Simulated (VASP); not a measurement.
Output of a VASP run:

**OUTCAR**
```
 ion  position               nearest neighbor table
   1  0.000  0.000  0.000-
   2  0.500  0.500  0.500-
  LATTYP: Found a face centered cubic cell.
 ALAT       =     6.1384965118
 Subroutine PRICEL returns:
 Original cell was already a primitive cell.
 Subroutine GETGRP returns: Found 48 space group operations
The static configuration has the point symmetry O_h .
The dynamic configuration has the point symmetry O_h .
 Subroutine INISYM returns: Found 48 space group operations
 Subroutine IBZKPT returns following result:
 Found     29 irreducible k-points:

 Following reciprocal coordinates:
            Coordinates               Weight
  0.000000  0.000000  0.000000      1.000000
  0.125000  0.000000  0.000000      8.000000
  0.250000  0.000000  0.000000      8.000000
  0.375000  0.000000  0.000000      8.000000
  0.500000  0.000000  0.000000      4.000000
  0.125000  0.125000  0.000000      6.000000
  0.250000  0.125000  0.000000     24.000000
  0.375000  0.125000  0.000000     24.000000
  0.500000  0.125000  0.000000     24.000000
 -0.375000  0.125000  0.000000     24.000000
 -0.250000  0.125000  0.000000     24.000000
 -0.125000  0.125000  0.000000     12.000000
  0.250000  0.250000  0.000000      6.000000
  0.375000  0.250000  0.000000     24.000000
  0.500000  0.250000  0.000000     24.000000
 -0.375000  0.250000  0.000000     24.000000
 -0.250000  0.250000  0.000000     12.000000
  0.375000  0.375000  0.000000      6.000000
  0.500000  0.375000  0.000000     24.000000
 -0.375000  0.375000  0.000000     12.000000
  0.500000  0.500000  0.000000      3.000000
  0.375000  0.250000  0.125000     24.000000
  0.500000  0.250000  0.125000     48.000000
 -0.375000  0.250000  0.125000     24.000000
  0.500000  0.375000  0.125000     24.000000
 -0.375000  0.375000  0.125000     48.000000
 -0.250000  0.375000  0.125000     24.000000
 -0.375000  0.500000  0.125000     12.000000
 -0.250000  0.500000  0.250000      6.000000
   k-points           NKPTS =     29   k-points in BZ     NKDIM =     29   number of bands    NBANDS=     11
   number of dos      NEDOS =    301   number of ions     NIONS =      2
   total plane-waves  NPLWV =  32768
   dimension x,y,z NGX =    32 NGY =   32 NGZ =   32
   dimension x,y,z NGXF=    64 NGYF=   64 NGZF=   64
   ions per type =               1   1
   PREC   = accura    normal or accurate (medium, high low for compatibility)
   ISTART =      0    job   : 0-new  1-cont  2-samecut
   ICHARG =      2    charge: 1-file 2-atom 10-const
   ISPIN  =      1    spin polarized calculation?
   LNONCOLLINEAR =      F non collinear calculations
   LSORBIT =      F    spin-orbit coupling
   INIWAV =      1    electr: 0-lowe 1-rand  2-diag
   ENCUT  =  480.0 eV  35.28 Ry    5.94 a.u.   7.75  7.75  7.75*2*pi/ulx,y,z
   NELM   =    100;   NELMIN=  2; NELMDL= -5     # of ELM steps
   EDIFF  = 0.1E-06   stopping-criterion for ELM
   LREAL  =      F    real-space projection
   NLSPLINE    = F    spline interpolate recip. space projectors
   LMAXMIX     =    4 max onsite mixed and CHGCAR
   VOSKOWN=      0    Vosko Wilk Nusair interpolation
   EDIFFG = -.1E-01   stopping-criterion for IOM
   NSW    =     30    number of steps for IOM
   NBLOCK =      1;   KBLOCK =     30    inner block; outer block
   IBRION =      2    ionic relax: 0-MD 1-quasi-New 2-CG
   NFREE  =      1    steps in history (QN), initial steepest desc. (CG)
   ISIF   =      2    stress and relaxation
   ISYM   =      2    0-nonsym 1-usesym 2-fastsym
   TEIN   =    0.0    initial temperature
   TEBEG  =    0.0;   TEEND  =   0.0 temperature during run
   SMASS  =  -3.00    Nose mass-parameter (am)
   PSTRESS=    0.0 pullay stress
   NELECT =      14.0000    total number of electrons
   EFERMI =   0.00;   METHOD = LEGACY
   ISMEAR =     0;   SIGMA  =   0.05  broadening in eV -4-tet -1-fermi 0-gaus
   IALGO  =     38    algorithm
...
```

File OSZICAR:
```
       N       E                     dE             d eps       ncg     rms          rms(c)
DAV:   1     0.846302162390E+02    0.84630E+02   -0.69051E+03   638   0.113E+03
DAV:   2     0.156519883388E+01   -0.83065E+02   -0.77717E+02   717   0.240E+02
DAV:   3    -0.608514514556E+01   -0.76503E+01   -0.75996E+01   781   0.744E+01
DAV:   4    -0.624941362091E+01   -0.16427E+00   -0.16412E+00   707   0.117E+01
DAV:   5    -0.625178318294E+01   -0.23696E-02   -0.23694E-02   764   0.144E+00    0.166E+00
DAV:   6    -0.612044193525E+01    0.13134E+00   -0.21908E-01   725   0.295E+00    0.101E+00
DAV:   7    -0.610780048158E+01    0.12641E-01   -0.94633E-02   727   0.189E+00    0.567E-01
DAV:   8    -0.611215958109E+01   -0.43591E-02   -0.73451E-03   665   0.841E-01    0.114E-01
DAV:   9    -0.611214374577E+01    0.15835E-04   -0.12350E-04   767   0.112E-01    0.634E-02
DAV:  10    -0.611221846284E+01   -0.74717E-04   -0.13804E-04   668   0.103E-01    0.152E-02
DAV:  11    -0.611221790814E+01    0.55471E-06   -0.79391E-06   725   0.289E-02    0.224E-03
DAV:  12    -0.611221839315E+01   -0.48501E-06   -0.53319E-07   689   0.767E-03    0.546E-04
DAV:  13    -0.611221846734E+01   -0.74199E-07   -0.10673E-07   686   0.250E-03
   1 F= -.61122185E+01 E0= -.61122185E+01  d E =-.611222E+01
```

**OUTCAR**
```
------------------------ aborting loop because EDIFF is reached ----------------------------------------
  FORCE on cell =-STRESS in cart. coord.  units (eV):
  Direction    XX          YY          ZZ          XY          YZ          ZX
  --------------------------------------------------------------------------------------
  Total       -0.3286357     -0.3286357     -0.3286357      0.0000000      0.0000000      0.0000000
  in kB       -9.1054042     -9.1054042     -9.1054042      0.0000000      0.0000000      0.0000000
  external PRESSURE =      -9.1054042 kB  Pullay stress =       0.0000000 kB
  volume of cell :       57.83
      direct lattice vectors                 reciprocal lattice vectors
     0.000000000  3.069248256  3.069248256    -0.162906340  0.162906340  0.162906340
     3.069248256  0.000000000  3.069248256     0.162906340 -0.162906340  0.162906340
     3.069248256  3.069248256  0.000000000     0.162906340  0.162906340 -0.162906340
 POSITION                                       TOTAL-FORCE (eV/Angst)
 -----------------------------------------------------------------------------------
      0.00000      0.00000      0.00000         0.000000     -0.000000      0.000000
      3.06925      3.06925      3.06925        -0.000000      0.000000     -0.000000
 -----------------------------------------------------------------------------------
    total drift:                                0.000000     -0.000000     -0.000000
  FREE ENERGIE OF THE ION-ELECTRON SYSTEM (eV)
  ---------------------------------------------------
  free  energy   TOTEN  =        -6.1122184673 eV

  energy  without entropy=       -6.1122184673  energy(sigma->0) =       -6.11221847

 reached required accuracy - stopping structural energy minimisation
```
(Selected blocks of OUTCAR.)

**POSCAR**
```
NaBr
1
    0.0000000000     3.0692482559     3.0692482559
    3.0692482559     0.0000000000     3.0692482559
    3.0692482559     3.0692482559     0.0000000000
Na Br
1 1
Direct
  0.0000000000   0.0000000000   0.0000000000
  0.5000000000   0.5000000000   0.5000000000
```

Q: Reconstruct the remaining input files.

A: This is not unique; one that fits is the input of the run itself, PBE GGA, plane waves, VASP's PBE PAW potentials (set 64).

**KPOINTS**
```
Automatic mesh
0
Gamma
8 8 8
0 0 0
```

### INCAR
```
SYSTEM = NaBr
PREC = Accurate
ENCUT = 480
EDIFF = 1E-7
NELM = 100
ALGO = Normal
LREAL = .FALSE.
LASPH = .TRUE.
ISMEAR = 0
SIGMA = 0.05
GGA = PE
LMAXMIX = 4
LWAVE = .FALSE.
LCHARG = .FALSE.
ISIF = 2
IBRION = 2
NSW = 30
EDIFFG = -0.01
```

POTCAR, in this order: Na_pv Br (PBE.64 set). Program: vasp_std.

The compound is NaBr in the rock salt structure. This cell was strained or had an atom moved on purpose.
